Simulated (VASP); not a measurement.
# Mg (P6/mmm) in VASP: notebook, part 2 of 2

VASP 6.6.1.

## (5) Single point, r2SCAN

This run uses another cell than the first one, of the same volume but with other edges.

File INCAR:

```
ADDGRID = False
ALGO = Normal
EDIFF = 1E-6
ENCUT = 400
ISIF = 2
ISMEAR = 1
LASPH = True
LCHARG = False
LMIXTAU = True
LREAL = False
LWAVE = False
METAGGA = R2SCAN
NELM = 100
PREC = Accurate
SIGMA = 0.2
```

File KPOINTS:

```
k-points
0
Gamma
  4 4 4
```

File POSCAR:

```
Mg
1.0
    3.0502998005      0.0000000000      0.0000000000
   -1.5251499003      2.6416371164      0.0000000000
    0.0000000000      0.0000000000      3.0448375700
Mg
1
Direct
    0.0000000000      0.0000000000      0.0000000000
```

Potentials or basis: VASP PAW PBE potentials, release 64 (Mg).

On the command line:

```sh
$ cat potpaw_PBE.64/Mg/POTCAR > POTCAR
$ mpirun -np 1 vasp_std > vasp.out
```

OUTCAR:

```text
EDIFF = 1E-6
   ENCUT = 400
   ISIF = 2
   ISMEAR = 1
   LASPH = True
   LREAL = False
   METAGGA = R2SCAN
   NELM = 100
   PREC = Accurate

 Found     12 irreducible k-points:

 Following reciprocal coordinates:
            Coordinates               Weight
  0.000000  0.000000  0.000000      1.000000
  0.250000  0.000000  0.000000      6.000000
  0.500000  0.000000  0.000000      3.000000
  0.250000  0.250000  0.000000      6.000000
  0.000000  0.000000  0.250000      2.000000
  0.250000  0.000000  0.250000     12.000000
   k-points           NKPTS =     12   k-points in BZ     NKDIM =     12   number of bands    NBANDS=      5
   number of dos      NEDOS =    301   number of ions     NIONS =      1
   total plane-waves  NPLWV =   8000
   dimension x,y,z NGX =    20 NGY =   20 NGZ =   20
   dimension x,y,z NGXF=    40 NGYF=   40 NGZF=   40
   ions per type =               1
   NGX,Y,Z   is equivalent  to a cutoff of  10.90, 10.90, 10.92 a.u.
   NGXF,Y,Z  is equivalent  to a cutoff of  21.80, 21.80, 21.84 a.u.
 SYSTEM =  unknown system
   PREC   = accura    normal or accurate (medium, high low for compatibility)
   ISTART =      0    job   : 0-new  1-cont  2-samecut
   ICHARG =      2    charge: 1-file 2-atom 10-const
   ISPIN  =      1    spin polarized calculation?
   LNONCOLLINEAR =      F non collinear calculations
   LSORBIT =      F    spin-orbit coupling
[... 49 lines left out ...]
  free energy    TOTEN  =        -3.98773742 eV

  energy without entropy =       -3.98536653  energy(sigma->0) =       -3.98694712

 E-fermi :   1.5600     XC(G=0):  -8.8292

 val. band max:        1.4742096262   @ k =   0.5000   0.0000   0.2500
 cond. band min:       2.2266575933   @ k =   0.5000   0.0000   0.2500
 fundamental gap:      0.7524479671
 Fermi energy:         1.5599530619

 k-point     1 :       0.0000    0.0000    0.0000
  band No.  band energies     occupation
      1      -4.8305      2.00000
      2      10.8174      0.00000
      3      11.7430      0.00000
      4      15.7000      0.00000
      5      15.7000      0.00000
[... 33 lines left out ...]
 k-point     6 :       0.2500    0.0000    0.2500
  band No.  band energies     occupation
      1      -2.3283      2.00000
      2       5.7708      0.00000
      3       8.7935      0.00000
      4      13.6368      0.00000
      5      14.0703      0.00000

 [... further k-points ...]
[... 5 lines left out ...]
  --------------------------------------------------------------------------------------
  -------------------------------------------------------------------------------------
  Total       -0.0534040     -0.0534040     -0.1340280      0.0000000      0.0000000      0.0000000
  in kB       -3.4874214     -3.4874214     -8.7523828      0.0000000      0.0000000      0.0000000
  external PRESSURE =      -5.2424085 kB  Pullay stress =       0.0000000 kB

 VOLUME and BASIS-vectors are now :
 -----------------------------------------------------------------------------
  energy-cutoff  :      400.00
  volume of cell :       24.53
      direct lattice vectors                 reciprocal lattice vectors
     3.050299800  0.000000000  0.000000000     0.327836628  0.189276565  0.000000000
    -1.525149900  2.641637116  0.000000000     0.000000000  0.378553130  0.000000000
     0.000000000  0.000000000  3.044837570     0.000000000  0.000000000  0.328424744

 POSITION                                       TOTAL-FORCE (eV/Angst)
 -----------------------------------------------------------------------------------
      0.00000      0.00000      0.00000         0.000000      0.000000      0.000000
 -----------------------------------------------------------------------------------
    total drift:                               -0.000000      0.000000      0.000000

  FREE ENERGIE OF THE ION-ELECTRON SYSTEM (eV)
  ---------------------------------------------------
  free  energy   TOTEN  =        -3.9877374221 eV

  energy  without entropy=       -3.9853665259  energy(sigma->0) =       -3.98694712
```

stdout:

```text
POSCAR found type information on POSCAR Mg
 POSCAR found :  1 types and       1 ions
 scaLAPACK will be used
 -----------------------------------------------------------------------------
|                                                                             |
|                                                                             |
|     You enforced a specific xc type in the INCAR file but a different       |
|     I HOPE YOU KNOW WHAT YOU ARE DOING!                                     |
|                                                                             |
 -----------------------------------------------------------------------------

 LDA part: xc-table for (None), standard interpolation
 POSCAR, INCAR and KPOINTS ok, starting setup
 FFT: planning ... GRIDC
 FFT: planning ... GRID_SOFT
 FFT: planning ... GRID
 WAVECAR not read
 entering main loop
```

It took 4.8 s on 1 thread of Intel Xeon 6975P-C (Granite Rapids), shared host; peak memory 0.12 GiB.

These settings aren't checked as converged: the numbers below hold their error.

Results:

* Free energy: -3.9877 eV
* Pressure: -0.5 GPa
* Band gap on the k mesh: none (metal or under the smearing width)

Caveat: the k mesh is coarse (spacing up to 0.59 Å⁻¹), so the values aren't converged; the PAW data sets were made with another functional, which shifts forces and pressure a little.

## (6) Single point, r2SCAN

INCAR is that of step 5.

KPOINTS is that of step 5.

File POSCAR:

```
Mg
1.0
    3.1430880000     -0.0084060000     -0.0278050000
   -1.5788240000      2.6046760000      0.0276970000
   -0.0277550000      0.0158990000      3.0020770000
Mg
1
Direct
   -0.0144770000      0.0117080000      0.0082640000
```

Potentials or basis: VASP PAW PBE potentials, release 64 (Mg).

On the command line:

```sh
$ cat potpaw_PBE.64/Mg/POTCAR > POTCAR
$ mpirun -np 1 vasp_std > vasp.out
```

Run time: 6.9 s. Hardware: 1 thread of Intel Xeon 6975P-C (Granite Rapids), shared host; peak memory 0.12 GiB.

The run converged, but some of its settings lie outside the range that counts as converged, so its numbers aren't taken as properties of the crystal.

Results:

```
Free energy            : -3.9798 eV
Pressure               : -0.6 GPa
Band gap on the k mesh : none (metal or under the smearing width)
```

Caveat: the k mesh is coarse (spacing up to 0.60 Å⁻¹), so the values aren't converged; the PAW data sets were made with another functional, which shifts forces and pressure a little.
